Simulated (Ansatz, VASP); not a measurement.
CaO: VASP beside Ansatz

```
Ca O
1.0
     3.99198    0.00000    0.00000
    -1.99599    3.45715    0.00000
     0.00000    0.00000    4.78484
Ca O
2 2
Direct
  0.33333 0.66667 0.75000
  0.66667 0.33333 0.25000
  0.33333 0.66667 0.25000
  0.66667 0.33333 0.75000
```

The cell comes from a database or a generator and needn't be the stable form of this composition.

Alike in both runs: task single point; functional LDA; k mesh 9 × 9 × 6; occupations gaussian, width 0.05 eV; no spin polarisation.

```csv
,VASP,Ansatz
version,VASP 6.6.1,Ansatz 0.2.0
potentials or method,"VASP PAW LDA potentials, release 64 (Ca_sv, O)","scalar-relativistic, plane waves, PAW"
plane-wave cutoff (eV),520,420
valence electrons in the cell,32,32
```

Ansatz gave:

* gap on the k mesh at the Fermi level (eV): 3.01
* least direct gap on the mesh (eV): 3.01
* pressure (GPa): -5.7
* largest component of the traceless stress (GPa): 0.52

Question: Estimate VASP's values.

Answer: gap on the k mesh at the Fermi level (eV): 3.00; least direct gap on the mesh (eV): 3.00; pressure (GPa): -5.1; largest component of the traceless stress (GPa): 0.49.

Caveats: an odd mesh through Γ misses points on the zone boundary, where band edges often lie.
